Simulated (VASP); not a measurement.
# AlO (Pm-3m) in VASP: notebook

The runs below take AlO through single point, with PBEsol.

Program: VASP 6.6.1. These are calculated values, not measurements. Logs are shortened: lines on timing, memory, paths and dates and some standing lists are left out, and cuts for length are marked.

## (1) The crystal as given

The structure is cubic, space group Pm-3m (No. 221). The conventional cell has a = 2.811 Å, b = 2.811 Å, c = 2.811 Å, α = 90.00°, β = 90.00°, γ = 90.00°. Al (site symmetry m-3m) has 8 O at 2.43 Å as nearest neighbours. Around O (site symmetry m-3m) lie 8 Al at 2.43 Å.

The cell was built by a generator and needn't be a form met in nature.

## (2) Single point, PBEsol

INCAR

```
SYSTEM = AlO
PREC = Accurate
ENCUT = 520
EDIFF = 1E-7
ISMEAR = 0
SIGMA = 0.0941
LREAL = .FALSE.
LASPH = .TRUE.
NELM = 100
ALGO = Fast
ISIF = 2
LWAVE = .FALSE.
LCHARG = .TRUE.
GGA = PS
LELF = .TRUE.
LVHAR = .TRUE.
NBANDS = 12
```

KPOINTS

```
regular mesh
0
G
  6 6 6
  0 0 0
```

POSCAR

```
AlO
1.0
    2.8114940000      0.0000000000      0.0000000000
    0.0000000000      2.8114940000      0.0000000000
    0.0000000000      0.0000000000      2.8114940000
Al O
1 1
Direct
    0.5000000000      0.5000000000      0.5000000000
    0.0000000000      0.0000000000      0.0000000000
```

Potentials or basis: VASP PAW PBE potentials, release 64 (Al, O).

Launch:

```
$ cat potpaw_PBE.64/Al/POTCAR potpaw_PBE.64/O/POTCAR > POTCAR
$ mpirun -np 1 vasp_std > vasp.out
```

OUTCAR:

```text
SYSTEM = AlO
   PREC = Accurate
   ENCUT = 520
   EDIFF = 1E-7
   ISMEAR = 0
   LREAL = .FALSE.
   LASPH = .TRUE.
   NELM = 100
   ISIF = 2
   GGA = PS

 ion  position               nearest neighbor table
   1  0.500  0.500  0.500-   2 2.43   2 2.43   2 2.43   2 2.43   2 2.43   2 2.43   2 2.43   2 2.43

   2  0.000  0.000  0.000-   1 2.43   1 2.43   1 2.43   1 2.43   1 2.43   1 2.43   1 2.43   1 2.43

  LATTYP: Found a simple cubic cell.
 ALAT       =     2.8114940000

  Lattice vectors:

 A1 = (   2.8114940000,   0.0000000000,   0.0000000000)
 A2 = (   0.0000000000,   2.8114940000,   0.0000000000)
 A3 = (   0.0000000000,   0.0000000000,   2.8114940000)

Analysis of symmetry for initial positions (statically):
=====================================================================
 Subroutine PRICEL returns:
 Original cell was already a primitive cell.

 Routine SETGRP: Setting up the symmetry group for a
 simple cubic supercell.

 Subroutine GETGRP returns: Found 48 space group operations
 (whereof 48 operations were pure point group operations)
 out of a pool of 48 trial point group operations.

The static configuration has the point symmetry O_h .

Analysis of symmetry for dynamics (positions and initial velocities):
=====================================================================
 Subroutine PRICEL returns:
 Original cell was already a primitive cell.

 Routine SETGRP: Setting up the symmetry group for a
 simple cubic supercell.

 Subroutine GETGRP returns: Found 48 space group operations
 (whereof 48 operations were pure point group operations)
 out of a pool of 48 trial point group operations.

The dynamic configuration has the point symmetry O_h .

 Subroutine INISYM returns: Found 48 space group operations
 (whereof 48 operations are pure point group operations),
 and found     1 'primitive' translations

----------------------------------------------------------------------------------------

                                     Primitive cell

  volume of cell :      22.2235

  direct lattice vectors                    reciprocal lattice vectors
     2.811494000  0.000000000  0.000000000     0.355682779  0.000000000  0.000000000
     0.000000000  2.811494000  0.000000000     0.000000000  0.355682779  0.000000000
     0.000000000  0.000000000  2.811494000     0.000000000  0.000000000  0.355682779

  length of vectors
     2.811494000  2.811494000  2.811494000     0.355682779  0.355682779  0.355682779

  position of ions in fractional coordinates (direct lattice)
     0.500000000  0.500000000  0.500000000
     0.000000000  0.000000000  0.000000000

  ion indices of the primitive-cell ions
   primitive index   ion index
                 1           1
                 2           2

----------------------------------------------------------------------------------------

 KPOINTS: regular mesh

Automatic generation of k-mesh.
 Grid dimensions read from file:
 generate k-points for:    6    6    6

 Generating k-lattice:

  Cartesian coordinates                     Fractional coordinates (reciprocal lattice)
     0.059280463  0.000000000  0.000000000     0.166666667  0.000000000  0.000000000
     0.000000000  0.059280463  0.000000000     0.000000000  0.166666667  0.000000000
     0.000000000  0.000000000  0.059280463     0.000000000  0.000000000  0.166666667

  Length of vectors
     0.059280463  0.059280463  0.059280463

  Shift w.r.t. Gamma in fractional coordinates (k-lattice)
     0.000000000  0.000000000  0.000000000

 Subroutine IBZKPT returns following result:
 ===========================================

 Found     20 irreducible k-points:

 Following reciprocal coordinates:
            Coordinates               Weight
  0.000000  0.000000  0.000000      1.000000
  0.166667  0.000000  0.000000      6.000000
  0.333333  0.000000  0.000000      6.000000
  0.500000  0.000000  0.000000      3.000000
  0.166667  0.166667  0.000000     12.000000
  0.333333  0.166667  0.000000     24.000000
[... 12 lines left out ...]
  0.500000  0.500000  0.333333      6.000000
  0.500000  0.500000  0.500000      1.000000
   k-points           NKPTS =     20   k-points in BZ     NKDIM =     20   number of bands    NBANDS=     12
   number of dos      NEDOS =    301   number of ions     NIONS =      2
   total plane-waves  NPLWV =  13824
   dimension x,y,z NGX =    24 NGY =   24 NGZ =   24
   dimension x,y,z NGXF=    48 NGYF=   48 NGZF=   48
   ions per type =               1   1
   NGX,Y,Z   is equivalent  to a cutoff of  14.19, 14.19, 14.19 a.u.
   NGXF,Y,Z  is equivalent  to a cutoff of  28.38, 28.38, 28.38 a.u.
 SYSTEM =  AlO
   PREC   = accura    normal or accurate (medium, high low for compatibility)
   ISTART =      0    job   : 0-new  1-cont  2-samecut
   ICHARG =      2    charge: 1-file 2-atom 10-const
   ISPIN  =      1    spin polarized calculation?
   LNONCOLLINEAR =      F non collinear calculations
   LSORBIT =      F    spin-orbit coupling
   LASPH  =      T    aspherical Exc in radial PAW
   ENCUT  =  520.0 eV  38.22 Ry    6.18 a.u.   5.23  5.23  5.23*2*pi/ulx,y,z
   NELM   =    100;   NELMIN=  2; NELMDL= -5     # of ELM steps
   EDIFF  = 0.1E-06   stopping-criterion for ELM
   LREAL  =      F    real-space projection
   EDIFFG = 0.1E-05   stopping-criterion for IOM
   NSW    =      0    number of steps for IOM
   IBRION =     -1    ionic relax: 0-MD 1-quasi-New 2-CG
   NFREE  =      0    steps in history (QN), initial steepest desc. (CG)
   ISIF   =      2    stress and relaxation
   ISYM   =      2    0-nonsym 1-usesym 2-fastsym
   POTIM  = 0.5000    time-step for ionic-motion
   TEBEG  =    0.0;   TEEND  =   0.0 temperature during run
   PSTRESS=    0.0 pullay stress
   NELECT =       9.0000    total number of electrons
   NUPDOWN=      -1.0000    fix difference up-down
   EMIN   =  10.00;   EMAX   =-10.00  energy-range for DOS
   EFERMI =   0.00;   METHOD = LEGACY
   ISMEAR =     0;   SIGMA  =   0.09  broadening in eV -4-tet -1-fermi 0-gaus
   EFERMI_NEDOS =   21; number of points for ismear=-14 and -15
   IALGO  =     68    algorithm
   IMIX   =      4    mixing-type and parameters
     AMIX     =   0.40;   BMIX     =  1.00
     AMIX_MAG =   1.60;   BMIX_MAG =  1.00
  volume/ion in A,a.u.               =      11.11        74.99
  Fermi-wavevector in a.u.,A,eV,Ry     =   1.211207  2.288850 19.960064  1.467023
  Thomas-Fermi vector in A             =   2.346730
   LORBIT       =      0    0 simple, 1 ext, 2 COOP (PROOUT), +10 PAW based schemes
   GGA     = PS    functional components
   LHFCALC =     F    Hartree Fock is set to
   AEXX    =    0.0000 exact exchange contribution
   IVDW    =     0    specifies the selected vdW correction
   LEPSILON=     F    determine dielectric tensor
   LRPA    =     F    only Hartree local field effects (RPA)
 non-spin polarized calculation
 RMM-DIIS sequential band-by-band and
 Gauss-broadening in eV      SIGMA  =   0.09
  energy-cutoff  :      520.00
  volume of cell :       22.22
 maximum number of plane-waves:       624
 NGX is ok and might be reduce to    24
   NGX = 11   NGY = 11   NGZ = 11

 number of electron       9.0000006 magnetization

 Free energy of the ion-electron system (eV)
  ---------------------------------------------------
  ext. energy  EPLUGINS =         0.00000000
  ---------------------------------------------------
  free energy    TOTEN  =       -10.75283549 eV

  energy without entropy =      -10.74286402  energy(sigma->0) =      -10.74784976

 E-fermi :   8.4101     XC(G=0): -11.1989

 val. band max:        8.3920593043   @ k =   0.3333   0.3333   0.0000
 cond. band min:       8.4882812136   @ k =   0.5000   0.3333   0.3333
 fundamental gap:      0.0962219094
 Fermi energy:         8.4100877760

 k-point     1 :       0.0000    0.0000    0.0000
  band No.  band energies     occupation
      1     -12.1373      2.00000
      2       3.4866      2.00000
      3       4.3386      2.00000
      4       4.3386      2.00000
      5       4.3386      2.00000
      6      14.1842      0.00000
      7      14.1842      0.00000
      8      19.1492      0.00000
      9      19.1492      0.00000
     10      19.1492      0.00000
     11      28.4317      0.00000
     12      28.4317      0.00000

 k-point     2 :       0.1667    0.0000    0.0000
  band No.  band energies     occupation
      1     -11.9232      2.00000
      2       1.6160      2.00000
      3       4.4660      2.00000
      4       4.4660      2.00000
      5       5.7394      2.00000
      6      13.6130      0.00000
      7      14.6535      0.00000
      8      18.8909      0.00000
      9      18.8909      0.00000
     10      20.5432      0.00000
     11      26.8597      0.00000
     12      26.8599      0.00000

 k-point     3 :       0.3333    0.0000    0.0000
  band No.  band energies     occupation
      1     -11.4413      2.00000
      2      -0.4495      2.00000
      3       4.7373      2.00000
      4       4.7373      2.00000
      5       7.3317      2.00000
      6      11.9254      0.00000
      7      15.9576      0.00000
      8      18.2558      0.00000
      9      18.2558      0.00000
     10      23.5960      0.00000
     11      24.1910      0.00000
     12      25.3038      0.00000

 k-point     4 :       0.5000    0.0000    0.0000
  band No.  band energies     occupation
      1     -11.1636      2.00000
      2      -1.3202      2.00000
      3       4.8824      2.00000
      4       4.8824      2.00000
      5       8.5528      0.03194
      6      10.5160      0.00000
      7      17.1157      0.00000
      8      17.8864      0.00000
      9      17.8864      0.00000
     10      21.4037      0.00000
     11      24.8471      0.00000
     12      24.8471      0.00000

 k-point     5 :       0.1667    0.1667    0.0000
  band No.  band energies     occupation
      1     -11.7204      2.00000
      2       1.3266      2.00000
      3       3.2377      2.00000
      4       4.5897      2.00000
      5       7.0030      2.00000
      6      13.7287      0.00000
      7      13.8768      0.00000
      8      18.8285      0.00000
      9      18.9518      0.00000
     10      22.2921      0.00000
     11      24.0851      0.00000
     12      25.5868      0.00000
[... 168 lines left out ...]
      1     -10.4024      2.00000
      2       1.3590      2.00000
      3       2.5365      2.00000
      4       2.5365      2.00000
      5       8.8597      0.00000
      6      11.0037      0.00000
      7      11.0037      0.00000
      8      16.0524      0.00000
      9      20.4808      0.00000
     10      20.8866      0.00000
     11      20.8866      0.00000
     12      30.7478      0.00000

 k-point    18 :       0.5000    0.3333    0.3333
  band No.  band energies     occupation
      1     -10.2242      2.00000
      2       1.3486      2.00000
      3       2.3357      2.00000
      4       2.9614      2.00000
      5       8.4883      0.23993
      6      10.1050      0.00000
      7      10.9248      0.00000
      8      15.9372      0.00000
      9      19.4736      0.00000
     10      20.6693      0.00000
     11      21.2688      0.00000
     12      31.4886      0.00000

 k-point    19 :       0.5000    0.5000    0.3333
  band No.  band energies     occupation
      1     -10.0617      2.00000
      2       1.9508      2.00000
      3       1.9508      2.00000
      4       3.0620      2.00000
      5       7.9279      2.00000
      6      10.2300      0.00000
      7      10.2300      0.00000
      8      14.6170      0.00000
      9      19.7465      0.00000
     10      20.9282      0.00000
     11      20.9282      0.00000
     12      33.2468      0.00000

 k-point    20 :       0.5000    0.5000    0.5000
  band No.  band energies     occupation
      1      -9.9102      2.00000
      2       2.4302      2.00000
      3       2.4302      2.00000
      4       2.4302      2.00000
      5       9.1896      0.00000
      6       9.1896      0.00000
      7       9.1896      0.00000
      8      12.5420      0.00000
      9      20.8275      0.00000
     10      20.8275      0.00000
     11      20.8275      0.00000
     12      35.9170      0.00000

------------------------ aborting loop because EDIFF is reached ----------------------------------------

  FORCE on cell =-STRESS in cart. coord.  units (eV):
  Direction    XX          YY          ZZ          XY          YZ          ZX
  --------------------------------------------------------------------------------------
  -------------------------------------------------------------------------------------
  Total       -1.3016092     -1.3016092     -1.3016092     -0.0000000     -0.0000000      0.0000000
  in kB      -93.8382108    -93.8382108    -93.8382108     -0.0000000     -0.0000000      0.0000000
  external PRESSURE =     -93.8382108 kB  Pullay stress =       0.0000000 kB

 VOLUME and BASIS-vectors are now :
 -----------------------------------------------------------------------------
  energy-cutoff  :      520.00
  volume of cell :       22.22
      direct lattice vectors                 reciprocal lattice vectors
     2.811494000  0.000000000  0.000000000     0.355682779  0.000000000  0.000000000
     0.000000000  2.811494000  0.000000000     0.000000000  0.355682779  0.000000000
     0.000000000  0.000000000  2.811494000     0.000000000  0.000000000  0.355682779

 POSITION                                       TOTAL-FORCE (eV/Angst)
 -----------------------------------------------------------------------------------
      1.40575      1.40575      1.40575         0.000000      0.000000      0.000000
      0.00000      0.00000      0.00000         0.000000      0.000000      0.000000
 -----------------------------------------------------------------------------------
    total drift:                                0.000000      0.000000      0.000000

  FREE ENERGIE OF THE ION-ELECTRON SYSTEM (eV)
  ---------------------------------------------------
  free  energy   TOTEN  =       -10.7528354941 eV

  energy  without entropy=      -10.7428640222  energy(sigma->0) =      -10.74784976
```

It took 4.8 s on 1 thread of Intel Xeon Platinum 8559C (Emerald Rapids), shared host; peak memory 0.13 GiB.

Results:

```yaml
Free_energy: -10.7528 eV
Pressure: -9.4 GPa
Band_gap_on_the_k_mesh: none (metal or under the smearing width)
```

Levels at points of the mesh, in eV from the Fermi level:
| k point | band 3 | band 4 | band 5 | band 6 | band 7 | band 8 |
| --- | --- | --- | --- | --- | --- | --- |
| (0.00, 0.00, 0.00) | -4.07 | -4.07 | -4.07 | 5.77 | 5.77 | 10.74 |
| (0.50, 0.00, 0.00) | -3.53 | -3.53 | 0.14 | 2.11 | 8.71 | 9.48 |
| (0.50, 0.50, 0.00) | -7.49 | -3.06 | -2.32 | 4.90 | 4.90 | 7.93 |
| (0.50, 0.50, 0.50) | -5.98 | -5.98 | 0.78 | 0.78 | 0.78 | 4.13 |

Caveat: the k mesh is coarse (spacing up to 0.37 Å⁻¹), so the values aren't converged; the PAW data sets were made with another functional, which shifts forces and pressure a little; an odd number of electrons without spin polarisation forces a metal; a magnetic or distorted state may lie lower.

## (3) Single point, PBEsol

INCAR

```
SYSTEM = AlO
PREC = Accurate
ENCUT = 520
EDIFF = 1E-7
ISMEAR = 0
SIGMA = 0.0941
LREAL = .FALSE.
LASPH = .TRUE.
NELM = 60
ALGO = Fast
ISIF = 2
LWAVE = .FALSE.
LCHARG = .FALSE.
GGA = PS
NBANDS = 12
```

KPOINTS

```
Automatic mesh
0
G
  6 6 6
  0 0 0
```

POSCAR is that of step 2.

Potentials or basis: VASP PAW PBE potentials, release 64 (Al, O).

Launch:

```
$ cat potpaw_PBE.64/Al/POTCAR potpaw_PBE.64/O/POTCAR > POTCAR
$ mpirun -np 1 vasp_std > vasp.out
```

Run time: 4 s. Hardware: 1 thread of Intel Xeon Platinum 8559C (Emerald Rapids), shared host; peak memory 0.12 GiB.

It converged, with:

| Item | Value |
| --- | --- |
| Free energy | -10.7528 eV |
| Pressure | -9.4 GPa |
| Band gap on the k mesh | none (metal or under the smearing width) |

Levels at points of the mesh, in eV from the Fermi level:
| k point | band 1 | band 2 | band 3 | band 4 | band 5 | band 6 | band 7 | band 8 | band 9 | band 10 |
| --- | --- | --- | --- | --- | --- | --- | --- | --- | --- | --- |
| (0.00, 0.00, 0.00) | -20.55 | -4.92 | -4.07 | -4.07 | -4.07 | 5.77 | 5.77 | 10.74 | 10.74 | 10.74 |
| (0.50, 0.00, 0.00) | -19.57 | -9.73 | -3.53 | -3.53 | 0.14 | 2.11 | 8.71 | 9.48 | 9.48 | 12.99 |
| (0.50, 0.50, 0.00) | -18.88 | -7.49 | -7.49 | -3.06 | -2.32 | 4.90 | 4.90 | 7.93 | 13.10 | 13.38 |
| (0.50, 0.50, 0.50) | -18.32 | -5.98 | -5.98 | -5.98 | 0.78 | 0.78 | 0.78 | 4.13 | 12.42 | 12.42 |

Caveat: the k mesh is coarse (spacing up to 0.37 Å⁻¹), so the values aren't converged; the PAW data sets were made with another functional, which shifts forces and pressure a little; an odd number of electrons without spin polarisation forces a metal; a magnetic or distorted state may lie lower.

## (4) Single point, PBEsol, non-collinear spin, zero start, spin-orbit coupling

INCAR

```
SYSTEM = AlO
  PREC = Accurate
  ENCUT = 520
  EDIFF = 1E-6
  ISMEAR = 0
  SIGMA = 0.0941
  LREAL = .False.
  LASPH = .True.
  NELM = 150
  ALGO = Normal
  ISIF = 2
  LWAVE = .False.
  LCHARG = .False.
  MAGMOM = 0 0 0 0 0 0
  LORBIT = 11
  LSORBIT = .True.
  GGA_COMPAT = .False.
  LORBMOM = .True.
  GGA = PS
  NBANDS = 21
```

KPOINTS

```
Automatic mesh
0
Gamma
  6 6 6
  0 0 0
```

POSCAR is that of step 3.

Launch:

```
$ cat potpaw_PBE.64/Al/POTCAR potpaw_PBE.64/O/POTCAR > POTCAR
$ mpirun -np 1 vasp_ncl > vasp.out
```

It took 10 s on 1 thread of Intel Xeon Platinum 8559C (Emerald Rapids), shared host; peak memory 0.18 GiB.

Results (log left out):

```yaml
Free_energy: -10.7530 eV
Pressure: -9.3 GPa
Net_moment: 0.00 μB per cell
Valence_electrons_inside_the_program's_atomic_spheres: Al 0.68; O 4.87
```

Moments on the atoms (μB; x, y, z):
```
Al  0.00 0.00 0.00
O   0.00 0.00 0.00
```

Caveat: the k mesh is coarse (spacing up to 0.37 Å⁻¹), so the values aren't converged; the PAW data sets were made with another functional, which shifts forces and pressure a little.
